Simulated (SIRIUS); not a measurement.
AgCl (Chlorargyrite) under changes of volume

One of the cells (20.868 Å³/atom); the others are scaled copies at fixed shape and fractional positions:

```
Ag Cl
1.0
     0.00000    2.75311    2.75311
     2.75311    0.00000    2.75311
     2.75311    2.75311    0.00000
Ag Cl
1 1
Direct
  0.00000 0.00000 0.00000
  0.50000 0.50000 0.50000
```

* Program: SIRIUS 7.10.0
* Functional: PBEsol
* Potentials or basis: PseudoDojo 0.4.1 PBEsol standard (scalar relativistic)
* Cutoff: 1127 eV
* Density cutoff: 4507 eV
* k mesh: 8 × 8 × 8
* Occupations: fermi-dirac, width 0.05 eV
* Spin: no spin polarisation

```csv
volume (Å³/atom),energy over the lowest point (meV/atom),pressure (GPa)
19.231,9.08,3.2
19.640,?,?
20.049,0.00,0.4
20.868,3.30,-1.7
21.277,8.70,-2.6
21.686,16.20,-3.4
```

What does the run at 19.640 Å³/atom give?

Energy over the lowest point 2.79 meV/atom; pressure 1.7 GPa.

Worked out: A Birch-Murnaghan fit of order 3 (a polynomial in V^(-2/3)) to the other rows has its minimum at 20.21 Å³/atom with B0 = V·E''(V) = 57 GPa and B' = 5.3. It gives 2.79 meV/atom at 19.640 Å³/atom, against the run's 2.79, and -dE/dV = 1.7 GPa, against 1.7.

Energies are extrapolated to zero smearing.
